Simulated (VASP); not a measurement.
Runs of VASP 6.6.1 on AgCl. Symmetry: Pm-3m, No. 221, cubic system. Conventional cell: a = 3.434 Å, b = 3.434 Å, c = 3.434 Å, α = 90.00°, β = 90.00°, γ = 90.00°. Around Ag (site symmetry m-3m) lie 8 Cl at 2.97 Å. Cl (site symmetry m-3m) has 8 Ag at 2.97 Å as nearest neighbours. Measurements of this composition are mostly on another form, of space group No. 225.

```csv
task,level,potentials or basis,spin,U,cell,k mesh,cutoff (eV),smearing,further INCAR settings,grid for exact exchange (PRECFOCK),exchange at q = 0,share of exact exchange,LDAUTYPE,mesh quality,gap on the mesh (eV),pressure (GPa)
single point,LDA,"VASP PAW LDA potentials, release 64 (Ag, Cl)",off,-,as given,8 × 8 × 8,520,gaussian 0.02 eV,ALGO = Normal; EDIFF = 1e-07,-,-,-,-,not flagged,0.31,-7.6
single point,r2SCAN-EpsX,"VASP PAW PBE potentials, release 64 (Ag, Cl)",off,-,cell strained at random at fixed volume,4 × 4 × 4,500,fermi-dirac 0.05 eV,ALGO = Normal; EDIFF = 1e-07,Fast,truncated,0.1715,-,coarse,2.40,-1.5
single point,LDA,"VASP PAW LDA potentials, release 64 (Ag, Cl)",off,-,as given,8 × 8 × 8,520,gaussian 0.02 eV,ALGO = Normal; EDIFF = 1.00e-06,-,-,-,-,not flagged,0.31,-7.6
single point,B3LYP+D2,"VASP PAW PBE potentials, release 54 (Ag, Cl)","SOC, no magnetisation",-,as given,4 × 4 × 4,500,fermi-dirac 0.02 eV,ALGO = Normal; EDIFF = 1e-06,Normal,default,-,-,coarse,-,2.3
relaxation of cell and atoms,revPBE,"VASP PAW PBE potentials, release 64 (Ag_GW, Cl_GW)",off,-,relaxed,8 × 8 × 8,630,tetrahedron,ALGO = Normal; EDIFF = 1.00e-07,-,-,-,-,not flagged,(a),0.0
density of states,HF,"VASP PAW PBE potentials, release 54 (Ag, Cl)",off,-,as given,4 × 4 × 4,520,tetrahedron,ALGO = Normal; EDIFF = 1e-06,Normal,truncated,-,-,coarse,9.92,8.3
```

Q: Estimate the missing entries.

A: (a) 0.69.

Caveats: some runs use coarse meshes; the PAW data sets were made with another functional, which shifts forces and pressure a little (some runs).

A k mesh can miss the band edges, and rows without SOC leave out spin-orbit coupling on Ag.
